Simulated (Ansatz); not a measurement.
# AlNi, one cell by several methods

```
Al Ni
1.0
     2.88100    0.01440    0.01440
     0.01440    2.88100    0.01440
     0.01440    0.01440    2.88100
Al Ni
1 1
Direct
  0.00000 0.00000 0.00000
  0.50000 0.50000 0.50000
```

Atoms are numbered in the order listed.

The cell is COD entry 9008802, as deposited and not checked against the literature; nothing was relaxed. The listed cell was then made from it by scaling, straining or moving an atom.

Levels of theory: DFT, PBE, PAW with Ansatz's default frozen-core files, scalar-relativistic (Ansatz 0.2.0); DFT, PBE, all-electron PAW with datasets made for the crystal, scalar-relativistic (Ansatz 0.2.0); DFT, PBE, all-electron LAPW, scalar-relativistic (Ansatz 0.2.0).

For PAW: a Γ-centred 13×13×13 k mesh, Fermi–Dirac smearing of 0.05 eV, cutoff 420 eV, spin-polarised from start moments Ni2 1.5 μB (the moments died away, and the run ended non-magnetic). The crystal-made all-electron datasets (AE datasets) take a cutoff of 280 eV at this cell. LAPW targets a basis error of 0.5 meV/atom. The Ansatz runs share mesh, smearing and spin set-up. Plane-wave (PAW) pressures include the program's estimate of the Pulay term.

Stress and pressure are positive in compression.

The change that made this cell: equal xy, yz and zx engineering shear strains of +1 %.

```json
{"quantity": "pressure (GPa)", "PAW": "2.02", "AE datasets": "1.97", "LAPW": "1.97"}
{"quantity": "stress yz (GPa)", "PAW": "-1.24", "AE datasets": "-1.24", "LAPW": "-1.24"}
{"quantity": "stress xz (GPa)", "PAW": "-1.24", "AE datasets": "-1.24", "LAPW": "-1.24"}
{"quantity": "stress xy (GPa)", "PAW": "-1.24", "AE datasets": "-1.24", "LAPW": "-1.24"}
```

PAW's pressure differs from the LAPW value by +0.05 GPa. Datasets made for the crystal and LAPW share parts of one code, so their agreement isn't an independent check.
